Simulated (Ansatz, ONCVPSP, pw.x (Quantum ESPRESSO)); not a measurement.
# What a changed setting does to a pw.x run (sc P)

Potential: optimised norm-conserving Vanderbilt (ONCV), ONCVPSP 4.0.1.1 (patched build), PBE; core [Ne], reference 3s2 3p3; waves: 3s: rc 1.70 bohr, ncon 4, nbas 7, qcut 4.2 1/bohr, 1 projector; 3p: rc 1.50 bohr, ncon 4, nbas 7, qcut 6.4 1/bohr, 2 projectors, debl 1 Ha; d scattering state at 0.25 Ha: rc 1.60 bohr, ncon 4, nbas 9, qcut 5.5 1/bohr, 1 projector; local part: polynomial inside 1.30 bohr (lpopt 5, dvloc0 4 Ha); core correction: Teter function, fcfact 5.25, rcfact 1.45.

The reference run (k-mesh 13³, cutoffs 85/340 Ry, Fermi–Dirac 0.01 Ry, mixing_beta 0.4, conv_thr 1e-9, no spin) gives -0.22 GPa at 14.621 Å³/atom, where all-electron LAPW gives 0.27 GPa. This run, with its own iteration cap, changes nosym to true.

```
&control
  calculation='scf', prefix='x', pseudo_dir='./', outdir='./tmp', tstress=.true., disk_io='none'
/
&system
  ibrav=0, nat=1, ntyp=1, ecutwfc=85, ecutrho=340, nbnd=9,
  occupations='smearing', smearing='fd', degauss=0.01, nosym=.true.
/
&electrons
  conv_thr=1e-09, mixing_beta=0.4, electron_maxstep=60
/
ATOMIC_SPECIES
P 1.0 P.UPF
CELL_PARAMETERS angstrom
  2.44526365 0.00000000 0.00000000
  0.00000000 2.44526365 0.00000000
  0.00000000 0.00000000 2.44526365
ATOMIC_POSITIONS crystal
P 0.0000 0.0000 0.0000
K_POINTS automatic
13 13 13 0 0 0
```

```bash
pw.x < P.scf.in > P.scf.out
```

Q: How does the run end?

A: It converges in 8 iterations; the free energy moves by +0.0 meV/atom and the pressure by +0.00 GPa. The result is that of the reference run.

```
lattice parameter (alat)  =       4.6209  a.u.
     unit-cell volume          =      98.6674 (a.u.)^3
     number of electrons       =         5.00
     number of Kohn-Sham states=            9
     kinetic-energy cutoff     =      85.0000  Ry
     charge density cutoff     =     340.0000  Ry
     scf convergence threshold =      1.0E-09
     Exchange-correlation= PBE
     number of k points=  1099  Fermi-Dirac smearing, width (Ry)=  0.0100
     iteration #  1     ecut=    85.00 Ry     beta= 0.40
     total energy              =     -14.67749482 Ry
     estimated scf accuracy    <       0.00515230 Ry
     iteration #  2     ecut=    85.00 Ry     beta= 0.40
     total energy              =     -14.67765561 Ry
     estimated scf accuracy    <       0.00186920 Ry
     iteration #  3     ecut=    85.00 Ry     beta= 0.40
     total energy              =     -14.67767954 Ry
     estimated scf accuracy    <       0.00000049 Ry
     iteration #  4     ecut=    85.00 Ry     beta= 0.40
     c_bands:  1 eigenvalues not converged
     c_bands:  1 eigenvalues not converged
     c_bands:  2 eigenvalues not converged
     c_bands:  1 eigenvalues not converged
     c_bands:  1 eigenvalues not converged
     c_bands:  1 eigenvalues not converged
     [... 14 repeated lines left out ...]
     total energy              =     -14.67770364 Ry
     estimated scf accuracy    <       0.00000037 Ry
     iteration #  5     ecut=    85.00 Ry     beta= 0.40
     total energy              =     -14.67770430 Ry
     estimated scf accuracy    <       0.00000085 Ry
     iteration #  6     ecut=    85.00 Ry     beta= 0.40
     total energy              =     -14.67770453 Ry
     estimated scf accuracy    <       0.00000003 Ry
     iteration #  7     ecut=    85.00 Ry     beta= 0.40
     total energy              =     -14.67770454 Ry
     estimated scf accuracy    <       0.00000002 Ry
     iteration #  8     ecut=    85.00 Ry     beta= 0.40
     the Fermi energy is    11.0239 ev
!    total energy              =     -14.67770454 Ry
     estimated scf accuracy    <          1.3E-10 Ry
     smearing contrib. (-TS)   =      -0.00129067 Ry
     The total energy is F=E-TS. E is the sum of the following terms:
     one-electron contribution =       5.40437592 Ry
     hartree contribution      =       0.42321429 Ry
     xc contribution           =      -5.15358199 Ry
     ewald contribution        =     -15.35042210 Ry
     convergence has been achieved in   8 iterations
          total   stress  (Ry/bohr**3)                   (kbar)     P=       -2.24
     Message from routine punch:
     Nothing written, as per user request (disk_io='none')
```

The run took about 2.8 min on one core of a shared host (Neoverse-V2, 96 threads, 742 GiB, load 89).
